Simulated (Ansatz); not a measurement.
# armchair BAs nanoribbon (N = 5, H edges): bands under strain

Aim: is the armchair BAs nanoribbon (N = 5, H edges) a metal or a semiconductor?

Calculated with Ansatz 0.2.0; DFT PBE, plane waves, PAW; relaxation of a wire's period, in the first sound run; inputs show where later runs differ.

Most raw output is cut from this account.

## (1) The starting structure

The cell holds 14 atoms: 5 B, 5 As and 4 H. Its edges and angles: a = 16.388 Å, b = 7.000 Å, c = 5.880 Å, α = 90.0°, β = 90.0°, γ = 90.0°. Vacuum lies along a and b. The structure's axis is c.

## (2) Relaxing the period

Band widths follow the bond lengths, so the wire is relaxed first. The atoms and the third cell vector are free; the box across stays fixed as vacuum. A Fermi-Dirac smearing is set since the result may be a metal. The pressure printed is a third of the stress's trace over the whole box, vacuum included; only the stress along the axis is relaxed.

input.yaml

```yaml
crystal:
  lattice:
    - [16.388, 0.0, 0.0]
    - [0.0, 7.0, 0.0]
    - [0.0, 0.0, 5.88]
  atoms:
    - { symbol: B, position: [0.292838547, 0.5, 0.0] }
    - { symbol: B, position: [0.499991316, 0.5, 0.0] }
    - { symbol: B, position: [0.707144085, 0.5, 0.0] }
    - { symbol: As, position: [0.292838547, 0.5, 0.333333333] }
    - { symbol: As, position: [0.499991316, 0.5, 0.333333333] }
    - { symbol: As, position: [0.707144085, 0.5, 0.333333333] }
    - { symbol: H, position: [0.213570906, 0.5, 0.460884354] }
    - { symbol: H, position: [0.786411727, 0.5, 0.460884354] }
    - { symbol: B, position: [0.396414931, 0.5, 0.5] }
    - { symbol: B, position: [0.603567701, 0.5, 0.5] }
    - { symbol: As, position: [0.396414931, 0.5, 0.833333333] }
    - { symbol: As, position: [0.603567701, 0.5, 0.833333333] }
    - { symbol: H, position: [0.232066689, 0.5, 0.902210884] }
    - { symbol: H, position: [0.767915944, 0.5, 0.902210884] }
kpoints:
  mp_grid: { grid: [1, 1, 14] }
scf:
  occupations: { method: fermi_dirac, width: 0.05 }
hamiltonian:
  xc: pbe
relax:
  cell: { fix: [a, b, alpha, beta, gamma] }
  max_steps: 45
  f_tol: 0.03
```

Command:

```console
> ansatz run input.yaml --threads 4 --pin off --max-ram 16384MiB --backend cpu --events-out ev --progress --plain --runs-dir out
```

It took 36 s on 4 threads of Arm Neoverse V1, shared host; peak memory 1.2 GiB; 2.2 min of CPU time.

Relaxation path:

| step | energy less that of the first step (eV) | largest force component (eV/Å) | pressure (GPa) | volume (Å³) |
| --- | --- | --- | --- | --- |
| 1 | 0.0000 | 1.0523 | -0.17 | 674.53 |
| 2 | -0.1517 | 0.4704 | 0.02 | 677.58 |
| 3 | -0.1749 | 0.1279 | 0.07 | 675.46 |
| 4 | -0.1761 | 0.0051 | 0.11 | 675.31 |
| 5* | -0.1763 | 0.0051 | 0.11 | 675.31 |

Relaxation steps marked * repeat the geometry before them on a plane-wave basis chosen anew for their cell, so energy and pressure can jump there.

Forces are held to the 4 operations that the run works with; a distortion that breaks them can't arise in this run.

| cell as run | before | after | change |
| --- | --- | --- | --- |
| c (Å) | 5.880 | 5.887 | +0.1 % |

The atoms that moved most (Å, along periodic axes as changes of fractional coordinates times the final cell, across vacuum about the mean position):

| atom | dx | dy | dz | length |
| --- | --- | --- | --- | --- |
| As4 | 0.086 | 0.000 | -0.048 | 0.099 |
| As6 | -0.086 | 0.000 | -0.048 | 0.099 |
| H8 | -0.090 | 0.000 | -0.038 | 0.098 |
| H7 | 0.090 | 0.000 | -0.038 | 0.098 |
| H13 | -0.048 | 0.000 | 0.010 | 0.049 |
| H14 | 0.048 | 0.000 | 0.010 | 0.049 |
| B9 | 0.012 | 0.000 | 0.029 | 0.032 |
| B10 | -0.012 | 0.000 | 0.029 | 0.032 |

Numbers from this step:

| Item | Value |
| --- | --- |
| cell length along the wire | 5.887 Å |

The cell's length comes to 5.887 Å with spin left out.

## (3) Bands of the perfect wire

This step: DFT PBE, plane waves, PAW; bands of a perfect wire (Ansatz 0.2.0).

At the relaxed period the bands are computed along the axis; those that cross an energy going forward count the channels that a perfect wire would open there.

input.yaml

```yaml
crystal:
  lattice:
    - [16.388, 0.0, 0.0]
    - [0.0, 7.0, 0.0]
    - [0.0, 0.0, 5.8868248686]
  atoms:
    - { symbol: B, position: [0.293138688, 0.5, 0.000828354] }
    - { symbol: B, position: [0.5, 0.5, 0.002478442] }
    - { symbol: B, position: [0.706861312, 0.5, 0.000828354] }
    - { symbol: As, position: [0.298120374, 0.5, 0.32521477] }
    - { symbol: As, position: [0.5, 0.5, 0.335672101] }
    - { symbol: As, position: [0.701879626, 0.5, 0.32521477] }
    - { symbol: H, position: [0.219075308, 0.5, 0.454457449] }
    - { symbol: H, position: [0.780924692, 0.5, 0.454457449] }
    - { symbol: B, position: [0.39718142, 0.5, 0.504943714] }
    - { symbol: B, position: [0.60281858, 0.5, 0.504943714] }
    - { symbol: As, position: [0.396445282, 0.5, 0.837961103] }
    - { symbol: As, position: [0.603554718, 0.5, 0.837961103] }
    - { symbol: H, position: [0.229170689, 0.5, 0.903947909] }
    - { symbol: H, position: [0.770829311, 0.5, 0.903947909] }
kpoints:
  mp_grid: { grid: [1, 1, 14] }
  band_path: { path: ["Γ", Z], npoints: 90 }
scf:
  occupations: { method: fermi_dirac, width: 0.05 }
hamiltonian:
  xc: pbe
output:
  dos: { e_range: [-5, 4] }
  write_potential: true
  write_density: true
  volumetric_format: npy
```

It took 68 s on 4 threads; peak memory 2.3 GiB; 4.4 min of CPU time.

Numbers from this step:

```
band gap : 0.9185 eV
```

Electronic bands along the path, in eV, zero at the Fermi level:

| point | band 44 | band 45 | band 46 | band 47 | band 48 | band 49 | band 50 | band 51 |
| --- | --- | --- | --- | --- | --- | --- | --- | --- |
| Γ | -2.53 | -1.66 | -1.09 | -0.46 | 0.46 | 0.89 | 1.89 | 2.49 |
| halfway | -2.83 | -1.96 | -1.57 | -1.24 | 1.22 | 1.58 | 2.02 | 2.53 |
| Z | -2.95 | -2.32 | -2.07 | -1.50 | 1.32 | 2.08 | 2.36 | 2.52 |

The gap is 0.918 eV, with spin left out.

The path shows a direct gap of 0.92 eV (valence top at Γ, conduction bottom at Γ).

## (4) Strain along the wire, period over the relaxed period 0.96, k-mesh 1×1×11

This step: DFT PBE, plane waves, PAW; relaxation at a fixed period (Ansatz 0.2.0).

The period is set to 0.96 times the relaxed one and the atoms relax within it: strain changes bond lengths and angles, which shifts the bands against each other. Against the first PBE run of this kind, the mesh along the wire has 11 points against 14.

The cell differs from the one that the last finished run ended in (c 5.887 → 5.651 Å).

input.yaml, as its differences from that of step 3:

```diff
@@ -4,3 +4,3 @@
     - [0.0, 7.0, 0.0]
-    - [0.0, 0.0, 5.8868248686]
+    - [0.0, 0.0, 5.6513518739]
   atoms:
@@ -21,3 +21,3 @@
 kpoints:
-  mp_grid: { grid: [1, 1, 14] }
+  mp_grid: { grid: [1, 1, 11] }
   band_path: { path: ["Γ", Z], npoints: 90 }
@@ -27,6 +27,6 @@
   xc: pbe
+relax:
+  max_steps: 40
+  f_tol: 0.02
 output:
-  dos: { e_range: [-5, 4] }
-  write_potential: true
-  write_density: true
-  volumetric_format: npy
+  stress: true
```

Elapsed: 74 s, on 4 threads; peak memory 2.3 GiB; 4.9 min of CPU time.

The steps of the relaxation:

| step | energy less that of the first step (eV) | largest force component (eV/Å) |
| --- | --- | --- |
| 1 | 0.0000 | 0.9228 |
| 2 | -0.1310 | 0.3704 |
| 3 | -0.1550 | 0.0349 |
| 4 | -0.1552 | 0.0095 |

The run keeps the 4 symmetry operations that it works with, so distortions that break them were not tested.

The atoms that moved most (Å):

| atom | dx | dy | dz | length |
| --- | --- | --- | --- | --- |
| H8 | 0.024 | 0.000 | 0.114 | 0.117 |
| H7 | -0.024 | 0.000 | 0.114 | 0.117 |
| H14 | 0.031 | 0.000 | -0.106 | 0.110 |
| H13 | -0.031 | 0.000 | -0.106 | 0.110 |
| B3 | 0.062 | 0.000 | -0.031 | 0.070 |
| B1 | -0.062 | 0.000 | -0.031 | 0.070 |
| As4 | -0.065 | 0.000 | 0.023 | 0.069 |
| As6 | 0.065 | 0.000 | 0.023 | 0.069 |

Final coordinates:

```cif
data_structure
_symmetry_space_group_name_H-M 'P 1'
_symmetry_Int_Tables_number 1
_cell_length_a 16.3880
_cell_length_b 7.0000
_cell_length_c 5.6514
_cell_angle_alpha 90.000
_cell_angle_beta 90.000
_cell_angle_gamma 90.000
_cell_volume 648.30
loop_
_atom_site_label
_atom_site_type_symbol
_atom_site_fract_x
_atom_site_fract_y
_atom_site_fract_z
_atom_site_occupancy
B1 B 0.28933 0.50000 0.99536 1
B2 B 0.50000 0.50000 0.99982 1
B3 B 0.71067 0.50000 0.99536 1
As4 As 0.29417 0.50000 0.32923 1
As5 As 0.50000 0.50000 0.33873 1
As6 As 0.70583 0.50000 0.32923 1
H7 H 0.21759 0.50000 0.47464 1
H8 H 0.78241 0.50000 0.47464 1
B9 B 0.39578 0.50000 0.50160 1
B10 B 0.60422 0.50000 0.50160 1
As11 As 0.39518 0.50000 0.84105 1
As12 As 0.60482 0.50000 0.84105 1
H13 H 0.22729 0.50000 0.88528 1
H14 H 0.77271 0.50000 0.88528 1
```

Numbers from this step:

| Item | Value |
| --- | --- |
| band gap | 0.9608 eV |

Electronic bands along the path, in eV, zero at the Fermi level:

| point | band 44 | band 45 | band 46 | band 47 | band 48 | band 49 | band 50 | band 51 |
| --- | --- | --- | --- | --- | --- | --- | --- | --- |
| Γ | -2.37 | -1.82 | -0.96 | -0.48 | 0.48 | 0.94 | 1.94 | 2.22 |
| halfway | -2.90 | -1.94 | -1.72 | -1.28 | 1.18 | 1.55 | 2.14 | 2.35 |
| Z | -3.04 | -2.39 | -2.18 | -1.62 | 1.21 | 2.03 | 2.41 | 2.45 |

The gap is 0.961 eV, against 0.918 eV under PBE at the relaxed period.

## (5) At a strained period, period over the relaxed period 0.98, k-mesh 1×1×11

The period is set to 0.98 times the relaxed one and the atoms relax within it: strain changes bond lengths and angles, which shifts the bands against each other. Against the first PBE run of this kind, the mesh along the wire has 11 points against 14.

The cell differs from the one that the last finished run ended in (c 5.651 → 5.769 Å).

input.yaml, as its differences from that of step 4:

```diff
@@ -4,3 +4,3 @@
     - [0.0, 7.0, 0.0]
-    - [0.0, 0.0, 5.6513518739]
+    - [0.0, 0.0, 5.7690883712]
   atoms:
```

The job ended after 74 s (4 threads; peak memory 2.4 GiB; 4.8 min of CPU time).

Step by step:

| step | energy less that of the first step (eV) | largest force component (eV/Å) |
| --- | --- | --- |
| 1 | 0.0000 | 0.3973 |
| 2 | -0.0300 | 0.1572 |
| 3 | -0.0350 | 0.0171 |
| 4 | -0.0350 | 0.0172 |

The run keeps the 4 symmetry operations that it works with, so distortions that break them were not tested.

The atoms that moved most (Å):

| atom | dx | dy | dz | length |
| --- | --- | --- | --- | --- |
| H7 | -0.010 | 0.000 | 0.058 | 0.059 |
| H8 | 0.010 | 0.000 | 0.058 | 0.059 |
| H14 | 0.015 | 0.000 | -0.054 | 0.056 |
| H13 | -0.015 | 0.000 | -0.054 | 0.056 |
| B1 | -0.030 | 0.000 | -0.016 | 0.034 |
| B3 | 0.030 | 0.000 | -0.016 | 0.034 |
| As6 | 0.030 | 0.000 | 0.011 | 0.032 |
| As4 | -0.030 | 0.000 | 0.011 | 0.032 |

Final coordinates:

```cif
data_structure
_symmetry_space_group_name_H-M 'P 1'
_symmetry_Int_Tables_number 1
_cell_length_a 16.3880
_cell_length_b 7.0000
_cell_length_c 5.7691
_cell_angle_alpha 90.000
_cell_angle_beta 90.000
_cell_angle_gamma 90.000
_cell_volume 661.81
loop_
_atom_site_label
_atom_site_type_symbol
_atom_site_fract_x
_atom_site_fract_y
_atom_site_fract_z
_atom_site_occupancy
B1 B 0.29130 0.50000 0.99802 1
B2 B 0.50000 0.50000 0.00142 1
B3 B 0.70870 0.50000 0.99802 1
As4 As 0.29627 0.50000 0.32707 1
As5 As 0.50000 0.50000 0.33713 1
As6 As 0.70373 0.50000 0.32707 1
H7 H 0.21846 0.50000 0.46451 1
H8 H 0.78154 0.50000 0.46451 1
B9 B 0.39655 0.50000 0.50358 1
B10 B 0.60345 0.50000 0.50358 1
As11 As 0.39590 0.50000 0.83947 1
As12 As 0.60410 0.50000 0.83947 1
H13 H 0.22827 0.50000 0.89451 1
H14 H 0.77173 0.50000 0.89451 1
```

Electronic bands along the path, in eV, zero at the Fermi level:

| point | band 44 | band 45 | band 46 | band 47 | band 48 | band 49 | band 50 | band 51 |
| --- | --- | --- | --- | --- | --- | --- | --- | --- |
| Γ | -2.45 | -1.74 | -1.03 | -0.47 | 0.47 | 0.92 | 1.92 | 2.37 |
| halfway | -2.90 | -1.95 | -1.65 | -1.26 | 1.20 | 1.56 | 2.08 | 2.46 |
| Z | -3.00 | -2.36 | -2.12 | -1.56 | 1.27 | 2.06 | 2.44 | 2.47 |

The gap is 0.933 eV, against 0.918 eV under PBE at the relaxed period.

## (6) At a strained period, period over the relaxed period 1.02, k-mesh 1×1×10

The period is set to 1.02 times the relaxed one and the atoms relax within it: strain changes bond lengths and angles, which shifts the bands against each other. Against the first PBE run of this kind, the mesh along the wire has 10 points against 14.

The cell differs from the one that the last finished run ended in (c 5.769 → 6.005 Å).

input.yaml, as its differences from that of step 5:

```diff
@@ -4,3 +4,3 @@
     - [0.0, 7.0, 0.0]
-    - [0.0, 0.0, 5.7690883712]
+    - [0.0, 0.0, 6.004561366]
   atoms:
@@ -21,3 +21,3 @@
 kpoints:
-  mp_grid: { grid: [1, 1, 11] }
+  mp_grid: { grid: [1, 1, 10] }
   band_path: { path: ["Γ", Z], npoints: 90 }
```

It took 81 s on 4 threads; peak memory 2.5 GiB; 5.3 min of CPU time.

Step by step:

| step | energy less that of the first step (eV) | largest force component (eV/Å) |
| --- | --- | --- |
| 1 | 0.0000 | 0.2804 |
| 2 | -0.0266 | 0.1026 |
| 3 | -0.0300 | 0.0200 |
| 4 | -0.0300 | 0.0201 |
| 5 | -0.0300 | 0.0035 |

Forces are held to the 4 operations that the run works with; a distortion that breaks them can't arise in this run.

The atoms that moved most (Å):

| atom | dx | dy | dz | length |
| --- | --- | --- | --- | --- |
| H7 | 0.010 | 0.000 | -0.061 | 0.062 |
| H8 | -0.010 | 0.000 | -0.061 | 0.062 |
| H14 | -0.013 | 0.000 | 0.057 | 0.059 |
| H13 | 0.013 | 0.000 | 0.057 | 0.059 |
| B1 | 0.030 | 0.000 | 0.015 | 0.033 |
| B3 | -0.030 | 0.000 | 0.015 | 0.033 |
| As4 | 0.031 | 0.000 | -0.012 | 0.033 |
| As6 | -0.031 | 0.000 | -0.012 | 0.033 |

The relaxed structure:

```xyz
14
Lattice="16.3880 0.0000 0.0000 0.0000 7.0000 0.0000 0.0000 0.0000 6.0046" Properties=species:S:1:pos:R:3
B     4.8335    3.5000    0.0204
B     8.1940    3.5000    0.0201
B    11.5545    3.5000    0.0204
As    4.9162    3.5000    1.9412
As    8.1940    3.5000    2.0092
As   11.4718    3.5000    1.9412
H     3.6005    3.5000    2.6677
H    12.7875    3.5000    2.6677
B     6.5180    3.5000    3.0396
B     9.8700    3.5000    3.0396
As    6.5055    3.5000    5.0244
As    9.8825    3.5000    5.0244
H     3.7686    3.5000    5.4853
H    12.6194    3.5000    5.4853
```

The gap is 0.915 eV, against 0.918 eV under PBE at the relaxed period.

## (7) Strain along the wire, period over the relaxed period 1.04, k-mesh 1×1×10

The period is set to 1.04 times the relaxed one and the atoms relax within it: strain changes bond lengths and angles, which shifts the bands against each other. Against the first PBE run of this kind, the mesh along the wire has 10 points against 14.

The cell differs from the one that the last finished run ended in (c 6.005 → 6.122 Å).

input.yaml, as its differences from that of step 6:

```diff
@@ -4,3 +4,3 @@
     - [0.0, 7.0, 0.0]
-    - [0.0, 0.0, 6.004561366]
+    - [0.0, 0.0, 6.1222978633]
   atoms:
```

Elapsed: 77 s, on 4 threads; peak memory 2.5 GiB.

The steps of the relaxation:

| step | energy less that of the first step (eV) | largest force component (eV/Å) |
| --- | --- | --- |
| 1 | 0.0000 | 0.4721 |
| 2 | -0.0970 | 0.1610 |
| 3 | -0.1078 | 0.0433 |
| 4 | -0.1080 | 0.0059 |

Forces are held to the 4 operations that the run works with; a distortion that breaks them can't arise in this run.

The atoms that moved most (Å):

| atom | dx | dy | dz | length |
| --- | --- | --- | --- | --- |
| H8 | -0.020 | 0.000 | -0.121 | 0.122 |
| H7 | 0.020 | 0.000 | -0.121 | 0.122 |
| H13 | 0.026 | 0.000 | 0.113 | 0.116 |
| H14 | -0.026 | 0.000 | 0.113 | 0.116 |
| B1 | 0.057 | 0.000 | 0.031 | 0.065 |
| B3 | -0.057 | 0.000 | 0.031 | 0.065 |
| As6 | -0.059 | 0.000 | -0.023 | 0.063 |
| As4 | 0.059 | 0.000 | -0.023 | 0.063 |

The relaxed structure:

```xyz
14
Lattice="16.3880 0.0000 0.0000 0.0000 7.0000 0.0000 0.0000 0.0000 6.1223" Properties=species:S:1:pos:R:3
B     4.8612    3.5000    0.0363
B     8.1940    3.5000    0.0234
B    11.5268    3.5000    0.0363
As    4.9446    3.5000    1.9681
As    8.1940    3.5000    2.0437
As   11.4434    3.5000    1.9681
H     3.6103    3.5000    2.6617
H    12.7777    3.5000    2.6617
B     6.5255    3.5000    3.1052
B     9.8625    3.5000    3.1052
As    6.5124    3.5000    5.1170
As    9.8756    3.5000    5.1170
H     3.7817    3.5000    5.6477
H    12.6063    3.5000    5.6477
```

The gap is 0.920 eV, against 0.918 eV under PBE at the relaxed period.

## (8) At a strained period, period over the relaxed period 1.06, k-mesh 1×1×10

The period is set to 1.06 times the relaxed one and the atoms relax within it: strain changes bond lengths and angles, which shifts the bands against each other. Against the first PBE run of this kind, the mesh along the wire has 10 points against 14.

The cell differs from the one that the last finished run ended in (c 6.122 → 6.240 Å).

input.yaml, as its differences from that of step 7:

```diff
@@ -4,3 +4,3 @@
     - [0.0, 7.0, 0.0]
-    - [0.0, 0.0, 6.1222978633]
+    - [0.0, 0.0, 6.2400343607]
   atoms:
```

Elapsed: 81 s, on 4 threads; peak memory 2.6 GiB; 5.3 min of CPU time.

Electronic bands along the path, in eV, zero at the Fermi level:

| point | band 44 | band 45 | band 46 | band 47 | band 48 | band 49 | band 50 | band 51 |
| --- | --- | --- | --- | --- | --- | --- | --- | --- |
| Γ | -2.55 | -1.44 | -1.25 | -0.47 | 0.47 | 0.86 | 1.83 | 2.37 |
| halfway | -2.64 | -1.98 | -1.36 | -1.19 | 1.24 | 1.59 | 1.87 | 2.22 |
| Z | -2.82 | -2.22 | -1.91 | -1.31 | 1.43 | 1.94 | 2.07 | 2.09 |

The gap is 0.934 eV, against 0.918 eV under PBE at the relaxed period.

## (9) Side by side

Times are for 4 threads of Arm Neoverse V1, shared host. Results by setting:

| no. | period over the relaxed period | k-mesh | pressure (GPa) | band gap (eV) | time | memory (GiB) |
| --- | --- | --- | --- | --- | --- | --- |
| 1 | 0.96 | 1×1×11 | 0.9983 | 0.9608 | 74 s | 2.3 |
| 2 | 0.98 | 1×1×11 | 0.5421 | 0.9327 | 74 s | 2.4 |
| 3 | 1.02 | 1×1×10 | -0.2896 | 0.9146 | 81 s | 2.5 |
| 4 | 1.04 | 1×1×10 | -0.6618 | 0.9202 | 77 s | 2.5 |
| 5 | 1.06 | 1×1×10 | -1.005 | 0.9336 | 81 s | 2.6 |

## (10) What came out

- cell length, PBE: 5.887 Å
- gap, PBE: 0.918 eV
- gap, period scaled by 0.96: 0.961 eV
- gap, period scaled by 0.98: 0.933 eV
- gap, period scaled by 1.02: 0.915 eV
- gap, period scaled by 1.04: 0.920 eV
- gap, period scaled by 1.06: 0.934 eV

What this shows: Under PBE the cell's length is 5.89 Å, and a gap of 0.92 eV makes it a semiconductor.

[Logs are printed without paths, hosts, clocks, repeated set-up lines and the standing remarks that a program may print on its own settings, such as how far it seeks lower states.]

[Hosts, paths, dates, database ids (printed as entryN), source tags and the programs' standing remarks are cut or masked in the printed files.]
